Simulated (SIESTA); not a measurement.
The system is TaS2.

```xyz
3
Lattice="3.3500 0.0000 0.0000 -1.6750 2.9012 0.0000 0.0000 0.0000 5.8600" Properties=species:S:1:pos:R:3 pbc="T T T"
Ta    0.0000    0.0000    0.0000
S     1.6750    0.9671    4.3950
S     0.0000    1.9341    1.4650
```

Base run:

```yaml
Program: SIESTA 5.4.2
Functional: vdW-DF2
Potentials_or_basis: PseudoDojo 0.4 standard (PBE files)
Basis: DZP (energy shift 0.003 Ry; two zetas on semicore shells)
Grid_cutoff: 800 Ry
Energy_shift: 0.003 Ry
k_mesh: 9 × 9 × 5
Occupations: fermi-dirac, width 0.05 eV
Spin: no spin polarisation
```

Its results: band gap on the k mesh none (metal or under the smearing width); pressure 19.0 GPa; largest force 2.083 eV/Å.

The run is repeated on the same cell with these changes: functional from vdW-DF2 to optB88-vdW. What comes out?

Band gap on the k mesh none (metal or under the smearing width); pressure 10.7 GPa; largest force 1.636 eV/Å.

Caveats: short orbitals over semicore shells can move pressures by several GPa; the potentials were made for another functional, which shifts forces and pressure; spin-orbit coupling is left out, which moves the levels of the heavy elements; the basis of atomic orbitals isn't converged, which shifts pressures, moduli and gaps.
